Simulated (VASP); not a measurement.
# Mg (P6_3/mmc) in VASP: a series of runs, part 2 of 2

VASP 6.6.1. Earlier steps stand in the parts before.

**3. Single point, PBEsol**

Contents of INCAR:

```
SYSTEM = Mg
PREC = Accurate
ENCUT = 520
EDIFF = 1E-7
ISMEAR = 0
SIGMA = 0.1
LREAL = .False.
LASPH = .True.
NELM = 60
ALGO = Normal
ISIF = 2
LWAVE = .False.
LCHARG = .False.
GGA = PS
NBANDS = 9
```

Contents of KPOINTS:

```
Automatic mesh
0
Gamma
  10 10 5
  0 0 0
```

Contents of POSCAR:

```
Mg
1.0
    3.2093000000      0.0000000000      0.0000000000
   -1.6046500000      2.7793353284      0.0000000000
    0.0000000000      0.0000000000      5.2103000000
Mg
2
Cartesian
    1.6046500002      0.9264451094      3.9077250000
   -0.0000000002      1.8528902190      1.3025750000
```

Potentials or basis: VASP PAW PBE potentials, release 54 (Mg).

The run is started by

```bash
cat potpaw_PBE.54/Mg/POTCAR > POTCAR
mpirun -np 1 vasp_std > vasp.out
```

OUTCAR:

```text
SYSTEM = Mg
   PREC = Accurate
   ENCUT = 520
   EDIFF = 1E-7
   ISMEAR = 0
   LREAL = .False.
   LASPH = .True.
   NELM = 60
   ISIF = 2
   GGA = PS

 ion  position               nearest neighbor table
   1  0.667  0.333  0.750-   2 3.20   2 3.20   2 3.20   2 3.20   2 3.20   2 3.20
   2  0.333  0.667  0.250-   1 3.20   1 3.20   1 3.20   1 3.20   1 3.20   1 3.20

  LATTYP: Found a hexagonal cell.
 ALAT       =     3.2093000000
 C/A-ratio  =     1.6235004518

  Lattice vectors:

 A1 = (   3.2093000000,   0.0000000000,   0.0000000000)
 A2 = (  -1.6046500000,   2.7793353284,   0.0000000000)
 A3 = (   0.0000000000,   0.0000000000,   5.2103000000)

Analysis of symmetry for initial positions (statically):
=====================================================================
 Subroutine PRICEL returns:
 Original cell was already a primitive cell.

 Routine SETGRP: Setting up the symmetry group for a
 hexagonal supercell.

 Subroutine GETGRP returns: Found 24 space group operations
 (whereof 12 operations were pure point group operations)
 out of a pool of 24 trial point group operations.

The static configuration has the point symmetry D_3d.
 The point group associated with its full space group is D_6h.

Analysis of symmetry for dynamics (positions and initial velocities):
=====================================================================
 Subroutine PRICEL returns:
 Original cell was already a primitive cell.

 Routine SETGRP: Setting up the symmetry group for a
 hexagonal supercell.

 Subroutine GETGRP returns: Found 24 space group operations
 (whereof 12 operations were pure point group operations)
 out of a pool of 24 trial point group operations.

The dynamic configuration has the point symmetry D_3d.
 The point group associated with its full space group is D_6h.

 Subroutine INISYM returns: Found 24 space group operations
 (whereof 12 operations are pure point group operations),
 and found     1 'primitive' translations

----------------------------------------------------------------------------------------

                                     Primitive cell

  volume of cell :      46.4744

  direct lattice vectors                    reciprocal lattice vectors
     3.209300000  0.000000000  0.000000000     0.311594429  0.179899127  0.000000000
    -1.604650000  2.779335328  0.000000000     0.000000000  0.359798255  0.000000000
     0.000000000  0.000000000  5.210300000     0.000000000  0.000000000  0.191927528

  length of vectors
     3.209300000  3.209300000  5.210300000     0.359798255  0.359798255  0.191927528

  position of ions in fractional coordinates (direct lattice)
     0.666666667  0.333333333  0.750000000
     0.333333333  0.666666667  0.250000000

  ion indices of the primitive-cell ions
   primitive index   ion index
                 1           1
                 2           2

----------------------------------------------------------------------------------------

 KPOINTS: Automatic mesh

Automatic generation of k-mesh.
 Grid dimensions read from file:
 generate k-points for:   10   10    5

 Generating k-lattice:

  Cartesian coordinates                     Fractional coordinates (reciprocal lattice)
     0.031159443  0.017989913  0.000000000     0.100000000 -0.000000000  0.000000000
     0.000000000  0.035979825  0.000000000     0.000000000  0.100000000  0.000000000
     0.000000000  0.000000000  0.038385506     0.000000000  0.000000000  0.200000000

  Length of vectors
     0.035979825  0.035979825  0.038385506

  Shift w.r.t. Gamma in fractional coordinates (k-lattice)
     0.000000000  0.000000000  0.000000000

 Subroutine IBZKPT returns following result:
 ===========================================

 Found     42 irreducible k-points:

 Following reciprocal coordinates:
            Coordinates               Weight
  0.000000  0.000000  0.000000      1.000000
  0.100000  0.000000  0.000000      6.000000
  0.200000  0.000000  0.000000      6.000000
  0.300000  0.000000  0.000000      6.000000
  0.400000  0.000000  0.000000      6.000000
  0.500000  0.000000  0.000000      3.000000
[... 34 lines left out ...]
  0.400000  0.200000  0.400000     12.000000
  0.300000  0.300000  0.400000     12.000000
   k-points           NKPTS =     42   k-points in BZ     NKDIM =     42   number of bands    NBANDS=      9
   number of dos      NEDOS =    301   number of ions     NIONS =      2
   total plane-waves  NPLWV =  23040
   dimension x,y,z NGX =    24 NGY =   24 NGZ =   40
   dimension x,y,z NGXF=    48 NGYF=   48 NGZF=   80
   ions per type =               2
   NGX,Y,Z   is equivalent  to a cutoff of  12.43, 12.43, 12.76 a.u.
   NGXF,Y,Z  is equivalent  to a cutoff of  24.86, 24.86, 25.53 a.u.
 SYSTEM =  Mg
   PREC   = accura    normal or accurate (medium, high low for compatibility)
   ISTART =      0    job   : 0-new  1-cont  2-samecut
   ICHARG =      2    charge: 1-file 2-atom 10-const
   ISPIN  =      1    spin polarized calculation?
   LNONCOLLINEAR =      F non collinear calculations
   LSORBIT =      F    spin-orbit coupling
   LASPH  =      T    aspherical Exc in radial PAW
   ENCUT  =  520.0 eV  38.22 Ry    6.18 a.u.   5.97  5.97  9.69*2*pi/ulx,y,z
   NELM   =     60;   NELMIN=  2; NELMDL= -5     # of ELM steps
   EDIFF  = 0.1E-06   stopping-criterion for ELM
   LREAL  =      F    real-space projection
   EDIFFG = 0.1E-05   stopping-criterion for IOM
   NSW    =      0    number of steps for IOM
   IBRION =     -1    ionic relax: 0-MD 1-quasi-New 2-CG
   NFREE  =      0    steps in history (QN), initial steepest desc. (CG)
   ISIF   =      2    stress and relaxation
   ISYM   =      2    0-nonsym 1-usesym 2-fastsym
   POTIM  = 0.5000    time-step for ionic-motion
   TEBEG  =    0.0;   TEEND  =   0.0 temperature during run
   PSTRESS=    0.0 pullay stress
   NELECT =       4.0000    total number of electrons
   NUPDOWN=      -1.0000    fix difference up-down
   EMIN   =  10.00;   EMAX   =-10.00  energy-range for DOS
   EFERMI =   0.00;   METHOD = LEGACY
   ISMEAR =     0;   SIGMA  =   0.10  broadening in eV -4-tet -1-fermi 0-gaus
   EFERMI_NEDOS =   21; number of points for ismear=-14 and -15
   IALGO  =     38    algorithm
   IMIX   =      4    mixing-type and parameters
     AMIX     =   0.40;   BMIX     =  1.00
     AMIX_MAG =   1.60;   BMIX_MAG =  1.00
  volume/ion in A,a.u.               =      23.24       156.81
  Fermi-wavevector in a.u.,A,eV,Ry     =   0.722809  1.365911  7.108401  0.522453
  Thomas-Fermi vector in A             =   1.812866
   LORBIT       =      0    0 simple, 1 ext, 2 COOP (PROOUT), +10 PAW based schemes
   GGA     = PS    functional components
   LHFCALC =     F    Hartree Fock is set to
   AEXX    =    0.0000 exact exchange contribution
   IVDW    =     0    specifies the selected vdW correction
   LEPSILON=     F    determine dielectric tensor
   LRPA    =     F    only Hartree local field effects (RPA)
 non-spin polarized calculation
 Gauss-broadening in eV      SIGMA  =   0.10
  energy-cutoff  :      520.00
  volume of cell :       46.47
 maximum number of plane-waves:      1277
 NGX is ok and might be reduce to    24
   NGX = 11   NGY = 11   NGZ = 19

 number of electron       4.0000000 magnetization

 Free energy of the ion-electron system (eV)
  ---------------------------------------------------
  ext. energy  EPLUGINS =         0.00000000
  ---------------------------------------------------
  free energy    TOTEN  =        -3.43455718 eV

  energy without entropy =       -3.42604290  energy(sigma->0) =       -3.43030004

 E-fermi :   2.5519     XC(G=0):  -8.4957

 val. band max:        2.5096641839   @ k =   0.4000   0.1000   0.4000
 cond. band min:       2.5724604018   @ k =   0.2000   0.1000   0.0000
 fundamental gap:      0.0627962179
 Fermi energy:         2.5518584656

 k-point     1 :       0.0000    0.0000    0.0000
  band No.  band energies     occupation
      1      -4.3475      2.00000
      2       0.8648      2.00000
      3       1.2899      2.00000
      4      13.3846      0.00000
      5      13.3846      0.00000
      6      13.4777      0.00000
      7      13.4777      0.00000
      8      14.2781      0.00000
      9      15.8543      0.00000
[... 457 lines left out ...]
 k-point    40 :       0.3000    0.2000    0.4000
  band No.  band energies     occupation
      1       0.1407      2.00000
      2       1.1775      2.00000
      3       3.8684      0.00000
      4       4.7748      0.00000
      5       5.8837      0.00000
      6       6.7894      0.00000
      7       9.8320      0.00000
      8      12.6413      0.00000
      9      13.2796      0.00000

 [... further k-points ...]
[... 5 lines left out ...]
  --------------------------------------------------------------------------------------
  -------------------------------------------------------------------------------------
  Total       -0.4323363     -0.4323363     -0.0965470      0.0000000      0.0000000     -0.0000000
  in kB      -14.9045313    -14.9045313     -3.3283988      0.0000000      0.0000000     -0.0000000
  external PRESSURE =     -11.0458204 kB  Pullay stress =       0.0000000 kB

 VOLUME and BASIS-vectors are now :
 -----------------------------------------------------------------------------
  energy-cutoff  :      520.00
  volume of cell :       46.47
      direct lattice vectors                 reciprocal lattice vectors
     3.209300000  0.000000000  0.000000000     0.311594429  0.179899127  0.000000000
    -1.604650000  2.779335328  0.000000000     0.000000000  0.359798255  0.000000000
     0.000000000  0.000000000  5.210300000     0.000000000  0.000000000  0.191927528

 POSITION                                       TOTAL-FORCE (eV/Angst)
 -----------------------------------------------------------------------------------
      1.60465      0.92645      3.90773         0.000000     -0.000000      0.000000
     -0.00000      1.85289      1.30258        -0.000000      0.000000      0.000000
 -----------------------------------------------------------------------------------
    total drift:                               -0.000000      0.000000     -0.000000

  FREE ENERGIE OF THE ION-ELECTRON SYSTEM (eV)
  ---------------------------------------------------
  free  energy   TOTEN  =        -3.4345571760 eV

  energy  without entropy=       -3.4260429011  energy(sigma->0) =       -3.43030004
```

OSZICAR:

```text
N       E                     dE             d eps       ncg     rms          rms(c)
DAV:   1    -0.667124831600E+00   -0.66712E+00   -0.12894E+03   756   0.314E+02
DAV:   2    -0.342634535511E+01   -0.27592E+01   -0.26847E+01  1038   0.284E+01
DAV:   3    -0.345460526414E+01   -0.28260E-01   -0.28193E-01   988   0.255E+00
DAV:   4    -0.345468589832E+01   -0.80634E-04   -0.80631E-04  1002   0.134E-01
DAV:   5    -0.345468630361E+01   -0.40530E-06   -0.40569E-06   954   0.813E-03    0.962E-01
DAV:   6    -0.344417443715E+01    0.10512E-01   -0.65871E-04   870   0.162E-01    0.613E-01
DAV:   7    -0.343455243793E+01    0.96220E-02   -0.27112E-03   791   0.295E-01    0.320E-02
DAV:   8    -0.343455783658E+01   -0.53986E-05   -0.20148E-05  1069   0.272E-02    0.627E-03
DAV:   9    -0.343455735585E+01    0.48073E-06   -0.89238E-07   851   0.401E-03    0.558E-04
DAV:  10    -0.343455720780E+01    0.14805E-06   -0.40180E-09   626   0.355E-04    0.160E-04
DAV:  11    -0.343455717605E+01    0.31753E-07   -0.38238E-10   455   0.131E-04
   1 F= -.34345572E+01 E0= -.34303000E+01  d E =-.851427E-02
```

It took 9.2 s on 1 thread of Intel Xeon Platinum 8488C (Sapphire Rapids), shared host; peak memory 0.16 GiB.

Results:

- Free energy: -3.4346 eV
- Pressure: -1.1 GPa
- Band gap on the k mesh: none (metal or under the smearing width)

Stress tensor (GPa, compression positive):
```
-1.49  0.00  0.00
 0.00 -1.49  0.00
 0.00  0.00 -0.33
```

Levels at points of the mesh, in eV from the Fermi level:
```
           k point  band 1  band 2  band 3  band 4  band 5  band 6
(0.00, 0.00, 0.00)   -6.90   -1.69   -1.26   10.83   10.83   10.93
(0.50, 0.00, 0.00)   -2.15   -2.14    2.62    2.99    3.22    3.64
```

Caveat: the PAW data sets were made with another functional, which shifts forces and pressure a little.

**4. The reference run**

An earlier run on the cell as given: functional PBE; potentials or basis VASP PAW PBE potentials, release 64 (Mg); cutoff 520 eV; k mesh 10 × 10 × 5; occupations fermi-dirac, width 0.05 eV; no spin polarisation.

- Pressure: -0.5 GPa
- Band gap on the k mesh: none (metal or under the smearing width)

**5. Overview**

```tsv
task	level	potentials or basis	cell	cutoff (eV)	smearing	gap on the mesh (eV)	pressure (GPa)
relaxation of cell and atoms	BLYP+D4	VASP PAW PBE potentials, release 64 (Mg)	relaxed	600	fermi-dirac 0.05 eV	none	0.1
single point	PBEsol	VASP PAW PBE potentials, release 54 (Mg)	as given	520	gaussian 0.1 eV	none	-1.1
single point	PBE	VASP PAW PBE potentials, release 64 (Mg)	as given	520	fermi-dirac 0.05 eV	none	-0.5
```

Alike in all rows: no spin polarisation; k mesh 10 × 10 × 5.

Caveats: the PAW data sets were made with another functional, which shifts forces and pressure a little (some runs); pairwise dispersion overbinds metals, which lowers pressure and volume (some runs).

Absolute energies hang on the potentials; compare differences alone.
